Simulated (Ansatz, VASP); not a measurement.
## One calculation of LaH3, two programs

POSCAR

```
LaH3
1.0
    0.0000000000      2.7864790000      2.7864790000
    2.7864790000      0.0000000000      2.7864790000
    2.7864790000      2.7864790000      0.0000000000
La H
1 3
Direct
    0.0000000000      0.0000000000      0.0000000000
    0.5000000000      0.5000000000      0.5000000000
    0.7500000000      0.7500000000      0.7500000000
    0.2500000000      0.2500000000      0.2500000000
```

INCAR.step1

```
SYSTEM = LaH3
  PREC = Accurate
  ENCUT = 520
  ISMEAR = 1
  SIGMA = 0.1
  LREAL = .FALSE.
  LASPH = .TRUE.
  NELM = 100
  NBANDS = 15
  GGA = PE
  ALGO = Normal
  EDIFF = 1E-4
  LWAVE = .TRUE.
  LCHARG = .FALSE.
```

Contents of INCAR.step2:

```
SYSTEM = LaH3
  PREC = Accurate
  ENCUT = 520
  EDIFF = 1E-7
  ISMEAR = 1
  SIGMA = 0.1
  LREAL = .FALSE.
  LASPH = .TRUE.
  NELM = 100
  ALGO = Normal
  ISIF = 2
  LWAVE = .FALSE.
  LCHARG = .FALSE.
  METAGGA = R2SCAN
  LMIXTAU = .TRUE.
  NBANDS = 15
  ISTART = 1
```

Contents of KPOINTS:

```
Automatic mesh
0
G
  7 7 7
  0 0 0
```

Input for Ansatz:

```yaml
crystal:
  lattice:
    - [0.0, 2.786479, 2.786479]
    - [2.786479, 0.0, 2.786479]
    - [2.786479, 2.786479, 0.0]
  atoms:
    - { symbol: La, position: [0.0, 0.0, 0.0] }
    - { symbol: H, position: [0.5, 0.5, 0.5] }
    - { symbol: H, position: [0.75, 0.75, 0.75] }
    - { symbol: H, position: [0.25, 0.25, 0.25] }
basis:
  ecutwfc: 600.0
kpoints:
  mp_grid:
    grid: [7, 7, 7]
hamiltonian:
  xc: r2scan
  pseudopotentials:
    kind: paw
scf:
  convergence:
    dr2_threshold: 1.0e-08
  occupations:
    method: methfessel_paxton
output:
  stress: true
```

The cell comes from a database or a generator and needn't be the stable form of this composition.

Alike in both runs: task single point; functional r2SCAN; k mesh 7 × 7 × 7; no spin polarisation.

|  | VASP | Ansatz |
| --- | --- | --- |
| version | VASP 6.6.1 | Ansatz 0.2.0 |
| potentials or method | VASP PAW PBE potentials, release 64 (La, H) | plane waves, PAW |
| plane-wave cutoff (eV) | 520 | 600 |
| occupations | methfessel-paxton of order 1, width 0.1 eV | methfessel-paxton of order 1 |
| valence electrons in the cell | 14 | 14 |

Ansatz gave:

```
pressure (GPa) : 0.0
```

Problem. Which values does VASP return?

Solution. Pressure (GPa): -0.3.

Ansatz warned: «stress_scf_threshold_loose».

Caveats: the PAW data sets were made with another functional, which shifts forces and pressure a little (VASP).
